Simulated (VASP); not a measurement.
# SnTe (Fm-3m) in VASP: a series of runs

The runs below take SnTe through single point, relaxation of cell and atoms, with LDA.

Program: VASP 6.6.1. These are calculated values, not measurements. Logs are shortened: lines on timing, memory, paths and dates and some standing lists are left out, and cuts for length are marked.

**Experimental background.**

A printed reference work, textbook reports, for a bulk crystal of SnTe at 300 K: band gap 0.18 eV (direct).

How close the calculation comes is told below.

## Step 1: The cell of the first run

Symmetry: Fm-3m, No. 225, cubic system. The conventional cell has a = 6.236 Å, b = 6.236 Å, c = 6.236 Å, α = 90.00°, β = 90.00°, γ = 90.00°. Sn (site symmetry m-3m) has 6 Te at 3.12 Å within 4.1 Å. Te (site symmetry m-3m) has 6 Sn at 3.12 Å within 4.1 Å.

## Step 2: Single point, LDA

Input file INCAR:

```
  PREC = Accurate
  ENCUT = 520
  EDIFF = 1E-6
  ISMEAR = -1
  SIGMA = 0.1
  LREAL = F
  LASPH = T
  NELM = 60
  ALGO = Normal
  ISIF = 2
  LWAVE = F
  LCHARG = T
  LELF = T
  LVHAR = T
  NBANDS = 17
```

Input file KPOINTS:

```
Automatic mesh
0
Gamma
  14 14 14
```

Input file POSCAR:

```
SnTe
1.0
    0.0000000000      3.1181724653      3.1181724653
    3.1181724653      0.0000000000      3.1181724653
    3.1181724653      3.1181724653      0.0000000000
Sn Te
1 1
Direct
    0.0000000000      0.0000000000      0.0000000000
    0.5000000000      0.5000000000      0.5000000000
```

Potentials or basis: VASP PAW LDA potentials, release 64 (Sn_d, Te).

Run with:

```
> cat potpaw_LDA.64/Sn_d/POTCAR potpaw_LDA.64/Te/POTCAR > POTCAR
> mpirun -np 1 vasp_std > vasp.out
```

OUTCAR:

```text
PREC = Accurate
   ENCUT = 520
   EDIFF = 1E-6
   ISMEAR = -1
   LREAL = F
   LASPH = T
   NELM = 60
   ISIF = 2

 ion  position               nearest neighbor table
   1  0.000  0.000  0.000-   2 3.12   2 3.12   2 3.12   2 3.12   2 3.12   2 3.12
   2  0.500  0.500  0.500-   1 3.12   1 3.12   1 3.12   1 3.12   1 3.12   1 3.12

  LATTYP: Found a face centered cubic cell.
 ALAT       =     6.2363449306

  Lattice vectors:

 A1 = (   0.0000000000,   3.1181724653,   3.1181724653)
 A2 = (   3.1181724653,   0.0000000000,   3.1181724653)
 A3 = (   3.1181724653,   3.1181724653,   0.0000000000)

Analysis of symmetry for initial positions (statically):
=====================================================================
 Subroutine PRICEL returns:
 Original cell was already a primitive cell.

 Routine SETGRP: Setting up the symmetry group for a
 face centered cubic supercell.

 Subroutine GETGRP returns: Found 48 space group operations
 (whereof 48 operations were pure point group operations)
 out of a pool of 48 trial point group operations.

The static configuration has the point symmetry O_h .

Analysis of symmetry for dynamics (positions and initial velocities):
=====================================================================
 Subroutine PRICEL returns:
 Original cell was already a primitive cell.

 Routine SETGRP: Setting up the symmetry group for a
 face centered cubic supercell.

 Subroutine GETGRP returns: Found 48 space group operations
 (whereof 48 operations were pure point group operations)
 out of a pool of 48 trial point group operations.

The dynamic configuration has the point symmetry O_h .

 Subroutine INISYM returns: Found 48 space group operations
 (whereof 48 operations are pure point group operations),
 and found     1 'primitive' translations

----------------------------------------------------------------------------------------

                                     Primitive cell

  volume of cell :      60.6360

  direct lattice vectors                    reciprocal lattice vectors
     0.000000000  3.118172465  3.118172465    -0.160350335  0.160350335  0.160350335
     3.118172465  0.000000000  3.118172465     0.160350335 -0.160350335  0.160350335
     3.118172465  3.118172465  0.000000000     0.160350335  0.160350335 -0.160350335

  length of vectors
     4.409761790  4.409761790  4.409761790     0.277734928  0.277734928  0.277734928

  position of ions in fractional coordinates (direct lattice)
     0.000000000  0.000000000  0.000000000
     0.500000000  0.500000000  0.500000000

  ion indices of the primitive-cell ions
   primitive index   ion index
                 1           1
[... 75 lines left out ...]
   EDIFFG = 0.1E-04   stopping-criterion for IOM
   NSW    =      0    number of steps for IOM
   IBRION =     -1    ionic relax: 0-MD 1-quasi-New 2-CG
   NFREE  =      0    steps in history (QN), initial steepest desc. (CG)
   ISIF   =      2    stress and relaxation
   ISYM   =      2    0-nonsym 1-usesym 2-fastsym
   POTIM  = 0.5000    time-step for ionic-motion
   TEBEG  =    0.0;   TEEND  =   0.0 temperature during run
   PSTRESS=    0.0 pullay stress
   NELECT =      20.0000    total number of electrons
   NUPDOWN=      -1.0000    fix difference up-down
   EMIN   =  10.00;   EMAX   =-10.00  energy-range for DOS
   EFERMI =   0.00;   METHOD = LEGACY
   ISMEAR =    -1;   SIGMA  =   0.10  broadening in eV -4-tet -1-fermi 0-gaus
   EFERMI_NEDOS =   21; number of points for ismear=-14 and -15
   IALGO  =     38    algorithm
   IMIX   =      4    mixing-type and parameters
     AMIX     =   0.40;   BMIX     =  1.00
     AMIX_MAG =   1.60;   BMIX_MAG =  1.00
  volume/ion in A,a.u.               =      30.32       204.60
  Fermi-wavevector in a.u.,A,eV,Ry     =   1.131118  2.137504 17.407683  1.279429
  Thomas-Fermi vector in A             =   2.267817
   LORBIT       =      0    0 simple, 1 ext, 2 COOP (PROOUT), +10 PAW based schemes
   GGA     = CA    functional components
   LHFCALC =     F    Hartree Fock is set to
   AEXX    =    0.0000 exact exchange contribution
   IVDW    =     0    specifies the selected vdW correction
   LEPSILON=     F    determine dielectric tensor
   LRPA    =     F    only Hartree local field effects (RPA)
 non-spin polarized calculation
  energy-cutoff  :      520.00
  volume of cell :       60.64
 maximum number of plane-waves:      1660
 NGX is ok and might be reduce to    36
   NGX = 17   NGY = 17   NGZ = 17

 number of electron      19.9999997 magnetization

 Free energy of the ion-electron system (eV)
  ---------------------------------------------------
  ext. energy  EPLUGINS =         0.00000000
  ---------------------------------------------------
  free energy    TOTEN  =        -8.83382542 eV

  energy without entropy =       -8.82872831  energy(sigma->0) =       -8.83127687

 E-fermi :   7.0879     XC(G=0):  -9.8761

 val. band max:        7.0682627851   @ k =   0.5000   0.0000   0.0000
 cond. band min:       7.2780602180   @ k =   0.5000   0.0000   0.0000
 fundamental gap:      0.2097974329
 Fermi energy:         7.0878921909

 k-point     1 :       0.0000    0.0000    0.0000
  band No.  band energies     occupation
      1     -14.6667      2.00000
      2     -14.6667      2.00000
      3     -14.6558      2.00000
      4     -14.6558      2.00000
      5     -14.6558      2.00000
      6      -5.9168      2.00000
[... 457 lines left out ...]
      4     -14.6511      2.00000
      5     -14.6504      2.00000
      6      -5.2896      2.00000
[... 9 lines left out ...]
     16      14.1638      0.00000
     17      15.7746      0.00000

 [... further k-points ...]

------------------------ aborting loop because EDIFF is reached ----------------------------------------

  FORCE on cell =-STRESS in cart. coord.  units (eV):
  Direction    XX          YY          ZZ          XY          YZ          ZX
  --------------------------------------------------------------------------------------
  -------------------------------------------------------------------------------------
  Total        0.0018491      0.0018491      0.0018491      0.0000000     -0.0000000     -0.0000000
  in kB        0.0488573      0.0488573      0.0488573      0.0000000     -0.0000000     -0.0000000
  external PRESSURE =       0.0488573 kB  Pullay stress =       0.0000000 kB

 VOLUME and BASIS-vectors are now :
 -----------------------------------------------------------------------------
  energy-cutoff  :      520.00
  volume of cell :       60.64
      direct lattice vectors                 reciprocal lattice vectors
     0.000000000  3.118172465  3.118172465    -0.160350335  0.160350335  0.160350335
     3.118172465  0.000000000  3.118172465     0.160350335 -0.160350335  0.160350335
     3.118172465  3.118172465  0.000000000     0.160350335  0.160350335 -0.160350335

 POSITION                                       TOTAL-FORCE (eV/Angst)
 -----------------------------------------------------------------------------------
      0.00000      0.00000      0.00000        -0.000000      0.000000     -0.000000
      3.11817      3.11817      3.11817         0.000000      0.000000      0.000000
 -----------------------------------------------------------------------------------
    total drift:                               -0.000000      0.000000      0.000000

  FREE ENERGIE OF THE ION-ELECTRON SYSTEM (eV)
  ---------------------------------------------------
  free  energy   TOTEN  =        -8.8338254245 eV

  energy  without entropy=       -8.8287283097  energy(sigma->0) =       -8.83127687
```

Wall time 44 s (1 thread of Intel Xeon 6975P-C (Granite Rapids), shared host); peak memory 0.24 GiB.

Results:

* Free energy: -8.8338 eV
* Pressure: 0.0 GPa
* Band gap on the k mesh: 0.21 eV

Levels at points of the mesh, in eV from the valence-band top:
| k point | band 8 | band 9 | band 10 | band 11 | band 12 | band 13 |
| --- | --- | --- | --- | --- | --- | --- |
| (0.00, 0.00, 0.00) | -2.14 | -2.14 | -2.14 | 3.42 | 3.42 | 3.42 |
| (0.50, 0.00, 0.00) | -1.78 | -1.78 | 0.00 | 0.21 | 0.36 | 0.36 |
| (0.50, 0.50, 0.00) | -5.72 | -3.81 | -3.81 | 2.12 | 5.08 | 5.08 |

Caveat: spin-orbit coupling is left out, which moves the levels of the heavy elements. A k mesh can miss the band edges.

## Step 3: Single point, LDA

Input file INCAR:

```
PREC     = Accurate       # precision mode
ENCUT    = 520            # plane-wave cutoff, eV
EDIFF    = 1E-7           # SCF threshold, eV
ISMEAR   = -1             # smearing method
SIGMA    = 0.005          # smearing width, eV
LREAL    = False          # projectors in reciprocal space
LASPH    = True           # aspherical terms in the spheres
NELM     = 100            # most SCF steps
ALGO     = Normal         # electronic algorithm
ISIF     = 2              # what is computed and relaxed
LWAVE    = False          # write WAVECAR
LCHARG   = False          # write CHGCAR
GGA      = CA             # functional
NBANDS   = 17             # bands
```

Input file KPOINTS:

```
regular mesh
0
Gamma
  14 14 14
```

Input file POSCAR:

```
SnTe
1.0
    0.0000000000      3.1185527669      3.1185527669
    3.1185527669      0.0000000000      3.1185527669
    3.1185527669      3.1185527669      0.0000000000
Sn Te
1 1
Direct
    0.0000000000      0.0000000000      0.0000000000
    0.5000000000      0.5000000000      0.5000000000
```

Potentials or basis: VASP PAW LDA potentials, release 64 (Sn_d, Te).

Run with:

```
> cat potpaw_LDA.64/Sn_d/POTCAR potpaw_LDA.64/Te/POTCAR > POTCAR
> mpirun -np 1 vasp_std > vasp.out
```

Run time: 43 s. Hardware: 1 thread of Intel Xeon 6975P-C (Granite Rapids), shared host; peak memory 0.24 GiB.

It converged, with:

| Item | Value |
| --- | --- |
| Free energy | -8.8325 eV |
| Pressure | 0.0 GPa |
| Band gap on the k mesh | 0.21 eV |

Levels at points of the mesh, in eV from the valence-band top:
```
           k point  band 8  band 9  band 10  band 11  band 12  band 13
(0.00, 0.00, 0.00)   -2.14   -2.14    -2.14     3.42     3.42     3.42
(0.50, 0.00, 0.00)   -1.78   -1.78     0.00     0.21     0.36     0.36
(0.50, 0.50, 0.00)   -5.72   -3.81    -3.81     2.12     5.08     5.08
```

Caveat: spin-orbit coupling is left out, which moves the levels of the heavy elements.

(Continued in part 2 of 2.)
